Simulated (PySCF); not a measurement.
Match the calculated data to a structure.

All candidates are C4H8.

* 13C NMR: chemical shifts (computed TMS as zero) by class: 138.7 (2 C), 21.7 (2 C) ppm [GIAO PBE0/pcSseg-2]
* Triplet: lowest triplet excitation (Tamm–Dancoff): 4.39 eV [TDA CAM-B3LYP/aug-cc-pVTZ]
* 1H NMR: chemical shifts (computed TMS as zero) by class: 5.88 (2 H), 1.75 (6 H) ppm [GIAO PBE0/pcSseg-2]
* Couplings: largest of the computed one-bond spin–spin couplings (means over like bonds): 13C–1H +155.2 (×2), 13C–1H +130.6 (×6), 13C–13C +74.6, 13C–13C +44.0 (×2) Hz [B3LYP/pcJ-2, spin–dipole term left out]
* Dipole: 0.00 D [CAM-B3LYP/aug-cc-pVTZ]
* Rotational structure: rotational constants A, B, C: 35.009, 3.763, 3.546 GHz [PBE0-D3(BJ)/def2-TZVP]
* Polarisability: 53.2 au [CAM-B3LYP/aug-cc-pVTZ]
* UV, strongest line: among the 10 lowest singlet transitions: S5 at 7.01 eV (177 nm, f = 0.308) [TDDFT CAM-B3LYP/aug-cc-pVTZ]
* UV, first state: lowest singlet excitation: 6.14 eV (202 nm, f = 0.004) [TDDFT CAM-B3LYP/aug-cc-pVTZ]

The electronic properties come from PySCF, for the isolated species, density fitting. Levels stand in brackets. Isolated species at its PBE0-D3(BJ)/def2-TZVP geometry, gas phase. NMR classes are plain means over equivalent atoms (diastereotopic ones count apart unless rotation or inversion swaps them), as if these changed places fast.

Problem. Which candidate is it?
A. `C/C=C/C`
B. `C/C=C\C`
C. `C=C(C)C`
D. `C=CCC`

Solution. A. It is `C/C=C/C`. Numbering: `[CH3:1]/[CH:2]=[CH:3]/[CH3:4]`. Its formula, C4H8, gives 1 degree of unsaturation: 0 rings and 1 π bond in the structure found. 4 carbons fall into 2 classes; from least to most shielded: alkene CH carbon [C2/C3] (138.7 ppm, 2 C), allylic carbon [C1/C4] (21.7 ppm, 2 C). Hydrogen classes from least to most shielded: 2 H on 2 alkene CH carbons, C2/C3 (5.88 ppm), 6 H on 2 allylic carbons, C1/C4 (1.75 ppm). The couplings run between: +155.2 Hz, alkene CH carbon [C2] and its hydrogen (with 1 like pair); +130.6 Hz, allylic carbon [C1] and its hydrogen (with 5 like pairs); +74.6 Hz, alkene CH carbon [C2] and alkene CH carbon [C3]; +44.0 Hz, allylic carbon [C1] and alkene CH carbon [C2] (with 1 like pair). The vanishing dipole is forced by symmetry. The optimised geometry has point group C2h and is an asymmetric top.

The others, at the same levels:
- `C=C(C)C` fails: it has 3 carbon classes against 2; its computed 13C shifts are 157.7 (1 C), 120.5 (1 C), 27.5 (2 C) ppm, 1H shifts are 5.03 (2 H), 1.83 (6 H) ppm and strongest line among the 10 lowest singlet transitions is S2 at 6.68 eV (186 nm, f = 0.245) (against S5 at 7.01 eV).
- `C/C=C\C` fails: its computed 13C shifts are 136.7 (2 C), 14.9 (2 C) ppm, strongest line among the 10 lowest singlet transitions is S5 at 7.28 eV (170 nm, f = 0.477) (against S5 at 7.01 eV) and rotational constant A is 16.397 GHz (against 35.009 GHz).
- `C=CCC` fails: its computed lowest singlet excitation is 6.60 eV (188 nm, f = 0.042) (against 6.14 eV), rotational constant A is 22.903 GHz (against 35.009 GHz) and smallest rotational constant is 4.089 GHz (against 3.546 GHz).

Each candidate is one conformer, not necessarily the lowest. The conformers computed, where there is a choice (atom-mapped SMILES and torsion angles):
- `[CH2:1]=[CH:2][CH2:3][CH3:4]`: C1–C2–C3–C4 120°
